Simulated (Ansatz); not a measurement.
BaTiO3 under changes of volume

One of the cells (12.856 Å³/atom); the others are scaled copies at fixed shape and fractional positions:

```
Ba Ti O
1.0
     3.99980    0.00000    0.00000
     0.00000    3.99980    0.00000
     0.00000    0.00000    4.01800
Ba Ti O
1 1 3
Cartesian
  0.0000 0.0000 0.0000
  1.9999 1.9999 1.9688
  0.0000 1.9999 2.0773
  1.9999 0.0000 2.0773
  1.9999 1.9999 0.0763
```

| Quantity | Value |
| --- | --- |
| Program | Ansatz 0.2.0 |
| Functional | m-r2SCAN |
| Potentials or basis | Ansatz PAW |
| Cutoff | 500 eV (not typed: the program's choice for these potentials) |
| k mesh | 7 × 7 × 7 |
| Occupations | fermi-dirac, width 0.05 eV |
| Spin | no spin polarisation |

```csv
volume (Å³/atom),energy over the lowest point (meV/atom),pressure (GPa),gap on the mesh (eV),largest force (eV/Å)
12.085,24.62,11.7,2.45,0.145
12.342,9.63,7.1,2.39,0.126
12.599,?,?,?,?
12.856,0.00,-0.8,2.28,0.392
13.113,3.97,-4.1,2.23,0.514
13.371,13.00,-7.1,2.18,0.627
13.628,26.56,-9.8,2.13,0.734
```

Question: What does the run at 12.599 Å³/atom give?

Answer: Energy over the lowest point 1.67 meV/atom; pressure 2.9 GPa; gap on the mesh 2.34 eV; largest force 0.261 eV/Å.

Worked out: A Birch-Murnaghan fit of order 3 (a polynomial in V^(-2/3)) to the other rows has its minimum at 12.80 Å³/atom with B0 = V·E''(V) = 179 GPa and B' = 4.5 at fixed shape and positions, which overstates the stiffness. It gives 1.67 meV/atom at 12.599 Å³/atom, against the run's 1.67, and -dE/dV = 2.9 GPa, against 2.9. A straight line through the other rows of the gap, of slope -2.65 eV per unit of ln V, gives 2.34 eV, against the run's 2.34.

Energies are extrapolated to zero smearing.

Caveats: odd divisions of the mesh miss points on the zone boundary, where band edges often lie, so the gap on the mesh can be too wide; spin-orbit coupling is left out, which moves the levels of the heavy elements; the PAW data sets come from PBE, with cores solved anew for the run's functional, which leaves a small shift of forces and pressure.

A mesh can miss the band edges.
